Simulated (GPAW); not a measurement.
Crystal: V.

```
CELL_PARAMETERS angstrom
2.60429 0.00000 0.00000
-1.30215 2.25538 0.00000
0.00000 0.00000 4.72334
ATOMIC_POSITIONS crystal
V 0.33333 0.66667 0.25000
V 0.66667 0.33333 0.75000
```

This isn't the form of V at room conditions, which is bcc.

Base run:

* Program: GPAW 26.7.0
* Functional: PBEsol
* Potentials or basis: PAW data sets generated in the run's folder for this functional
* Cutoff: 600 eV
* Basis: pw
* k mesh: 12 × 12 × 6
* Occupations: fermi-dirac, width 0.05 eV
* Spin: collinear spin, ferromagnetic start
* Starting moments: [2.0, 2.0] μB

Its results: pressure -5.9 GPa; net moment 0.00 μB per cell.

**Question.** The run is repeated on the same cell with these changes: k mesh from 12 × 12 × 6 to 8 × 8 × 4. What comes out?

**Answer.** Pressure -5.5 GPa; net moment 0.00 μB per cell.

Not every run made on this cell is shown here.
